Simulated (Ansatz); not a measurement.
CdI₂

Method: PBE, scalar-relativistic; no spin polarisation; PAW, 420 eV, 10×10×6 k-mesh, Gaussian smearing of 0.05 eV; code Ansatz. The datasets are Ansatz's generated set soft_2.

```
Cd I
1.0
     4.32971    0.00000    0.00000
    -2.16486    3.74964    0.00000
     0.00000    0.00000    7.81513
Cd I
1 2
Cartesian
  0.0000 0.0000 0.0000
  0.0000 2.4998 1.7189
  2.1649 1.2499 6.0962
```

The chain of runs began from a cell as deposited in COD, expanded in volume.

The cell above was scaled in volume, and shape and atoms were relaxed at each volume within its symmetry. Energies are counted from the cell above.

The cell is relaxed to zero pressure at this level.

| V (Å³/atom) | ΔE (meV/atom) | P (GPa) | gap on the mesh (eV) |
| --- | --- | --- | --- |
| 40.60 | ? | ? | ? |
| 41.45 | 0.1 | 0.09 | 2.42 |
| 42.29 | 0.0 | 0.00 | 2.43 |
| 43.14 | 0.1 | -0.09 | 2.44 |
| 43.98 | 0.3 | -0.10 | 2.44 |

Task: Fill in the withheld row.

Result: ΔE (meV/atom): 0.5, P (GPa): 0.15, gap on the mesh (eV): 2.41.

Task: Can a bulk modulus be trusted from these points?

Result: No. The energies are smooth (scatter 0.01 meV/atom), but the fit's B0′ of 21.3 is out of the usual range: the curve is too flat or too lopsided over this range, as for soft or weakly bound crystals, and a third-order form can't fix it.

Semilocal functionals underestimate band gaps, commonly by a third or more. Scalar-relativistic only: spin–orbit splittings of the heavy atoms' levels are missing. The structure is built of weakly bound layers, and this functional has no dispersion term, so their spacing and all that hangs on it (volume, the soft elastic constants, low modes, dielectric constants) are poorly given.
